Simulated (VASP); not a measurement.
Given:

```xyz
2
Lattice="0.0000 3.0324 3.0324 3.0324 0.0000 3.0324 3.0324 3.0324 0.0000" Properties=species:S:1:pos:R:3 pbc="T T T"
Zn     0.0000     0.0000     0.0000
Te     1.5162     1.5162     1.5162
```

Calculation: PBEsol GGA, VASP's PBE PAW potentials (set 64) (plane waves; VASP). Numerical set-up: 530 eV cut-off, 7×7×7 Γ-centred mesh, Gaussian smearing of 0.050 eV, potentials Zn Te.

Give the elastic stiffness tensor with the ions relaxed (GPa, in the frame of the cell).

```csv
,xx,yy,zz,yz,xz,xy
xx,72.6,41.4,41.4,0.0,0.0,0.0
yy,41.4,72.6,41.4,0.0,0.0,0.0
zz,41.4,41.4,72.6,0.0,0.0,0.0
yz,0.0,0.0,0.0,32.3,0.0,0.0
xz,0.0,0.0,0.0,0.0,32.3,0.0
xy,0.0,0.0,0.0,0.0,0.0,32.3
```

Predict the Hill bulk modulus, Hill shear modulus, Young's modulus, Poisson's ratio.

```json
{
 "hill_bulk_modulus": "51.8 GPa",
 "hill_shear_modulus": "24.1 GPa",
 "Young's modulus": "62.6 GPa",
 "Poisson's ratio": "0.298"
}
```

Measured: C11 71.1 GPa (computed value off by +2.1 %), C12 40.7 GPa (computed value off by +1.7 %), C44 31.3 GPa (computed value off by +3.2 %), as given by Oses et al., (2018), arXiv:1811.08464. The calculation is for a static lattice, while the measured C11, C12, C44 hold thermal and zero-point effects, which are part of the difference.

The compound is ZnTe in the zinc blende structure. It was relaxed first.
